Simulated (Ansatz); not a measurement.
## CdO: electron density at the nuclei under pressure

```
Cd O
1.0
     0.00000    2.34815    2.34815
     2.34815    0.00000    2.34815
     2.34815    2.34815    0.00000
Cd O
1 1
Direct
  0.00000 0.00000 0.00000
  0.50000 0.50000 0.50000
```

Atoms are numbered in the order listed.

The cell is COD entry 9006671, as deposited and not checked against the literature; nothing was relaxed.

All numbers below come from DFT, PBEsol, all-electron PAW with datasets made for the crystal, scalar-relativistic in Ansatz 0.2.0.

Sampling and basis: a Γ-centred 11×11×11 k mesh, Fermi–Dirac smearing of 0.02 eV, cutoff 340 eV (chosen by the program for this cell), no spin polarisation.

The contact density is the mean electron density over the nuclear volume; its changes follow the s electrons' response to bonding and compression. Changes below are taken from the unscaled cell, where it is 1.03431e+06 e/Å³ at Cd1, 2146.91 e/Å³ at O2.

Volumes at which the program chose other datasets or cutoffs are left out.

| V/V(cell) | P (GPa) | Δρ(0) Cd1 (e/Å³) | Δρ(0) O2 (e/Å³) |
| --- | --- | --- | --- |
| 0.9900 | 0.9 | 0.03 | ? |
| 1.0000 | -0.5 | 0.00 | 0.00 |
| 1.0100 | -1.9 | -0.19 | ? |
| 1.0200 | -3.2 | -0.36 | ? |

Question: Fill in "Δρ(0) O2 (e/Å³)" for the row "0.9900".

Answer: -0.06.

Question: What belongs in the row "1.0200", column "Δρ(0) O2 (e/Å³)"?

Answer: 0.11.

Question: Give the missing entry: row "1.0100", column "Δρ(0) O2 (e/Å³)".

Answer: 0.06.

The datasets are made afresh for each cell, so very small changes are uncertain.
